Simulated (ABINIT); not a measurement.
Runs of ABINIT 10.8.3 (patched build) on WS2. The cell holds a slab with vacuum, 3 atoms: a = 3.184 Å, b = 3.184 Å, c = 16.951 Å, α = 90.00°, β = 90.00°, γ = 120.00°. 

```csv
task,potentials or basis,cell,k mesh,cutoff (eV),smearing,k points of the masses,bands of the masses,fine-grid cutoff,bands in the sums,broadening (eV),gap on the mesh (eV),largest force (eV/Å)
effective masses,PseudoDojo NC SR LDA v0.4.1 standard,as given,7 × 7 × 1,816,fixed,"[[0.0, 0.0, 0.0], [0.375, 0.25, 0.0]]","[[13, 13], [14, 14]]",-,-,-,-,0.43
Berry-phase polarisation,JTH PAW LDA v2.0,as given,8 × 8 × 2,544,fixed,-,-,1088.46 eV,-,-,-,0.41
optical spectrum,PseudoDojo NC SR LDA v0.4.1 standard,as given,"12 × 12 × 2, shifted",816,fixed,-,-,-,21,0.2,-,0.43
dielectric tensor,PseudoDojo NC SR LDA v0.4.1 standard,as given,"8 × 8 × 2, shifted",816,fixed,-,-,-,-,-,-,0.43
single point,PseudoDojo NC SR LDA v0.4.1 standard,as given,8 × 8 × 2,816,fermi-dirac 0.05 eV,-,-,-,-,-,2.05,0.43
single point,PseudoDojo NC SR LDA v0.4.1 standard,as given,8 × 8 × 2,952,fermi-dirac 0.05 eV,-,-,-,-,-,2.05,0.43
relaxation of cell and atoms,PseudoDojo NC SR LDA v0.4.1 standard,relaxed,8 × 8 × 2,952,fermi-dirac 0.05 eV,-,-,-,-,-,(a),-
```

Alike in all rows: level LDA; no spin polarisation.

Fill in the values left out.

(a) 2.33.

Caveats: spin-orbit coupling is left out, which moves the levels of the heavy elements (some runs); the masses are taken at a mesh point that needn't be the band's extremum (some runs); spectra need much finer meshes, so this one isn't converged (some runs).

A k mesh can miss the band edges, and the runs leave out spin-orbit coupling on W.

Not every run made on this cell is shown here.
